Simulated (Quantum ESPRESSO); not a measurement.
# Al2Cu under changes of volume

One of the cells (16.242 Å³/atom); the others are scaled copies at fixed shape and fractional positions:

```
Cu Al
1.0
     4.10518    0.00000    0.00000
     0.00000    4.10518    0.00000
     0.00000    0.00000    2.89131
Cu Al
1 2
Direct
  0.00000 0.00000 0.00000
  0.00000 0.50000 0.50000
  0.50000 0.00000 0.50000
```

The cell comes from a database or a generator and needn't be the stable form of this composition.

| Quantity | Value |
| --- | --- |
| Program | Quantum ESPRESSO 7.5 |
| Functional | LDA |
| Potentials or basis | GBRV 1.5 LDA |
| Cutoff | 762 eV |
| Density cutoff | 6095 eV |
| k mesh | 7 × 7 × 9 |
| Occupations | fermi-dirac, width 0.05 eV |
| Spin | no spin polarisation |

```tsv
volume (Å³/atom)	energy over the lowest point (meV/atom)	pressure (GPa)
15.267	0.00	0.7
15.592	?	?
15.917	5.57	-3.4
16.242	14.06	-5.1
16.567	25.75	-6.6
16.892	40.32	-8.0
17.216	57.40	-9.1
```

Task: What does the run at 15.592 Å³/atom give?

Result: Energy over the lowest point 0.72 meV/atom; pressure -1.5 GPa.

Worked out: A Birch-Murnaghan fit of order 3 (a polynomial in V^(-2/3)) to the other rows has its minimum at 15.37 Å³/atom with B0 = V·E''(V) = 103 GPa and B' = 4.6 at fixed shape and positions, which overstates the stiffness. It gives 0.74 meV/atom at 15.592 Å³/atom, against the run's 0.72, and -dE/dV = -1.4 GPa, against -1.5.

Energies are extrapolated to zero smearing.
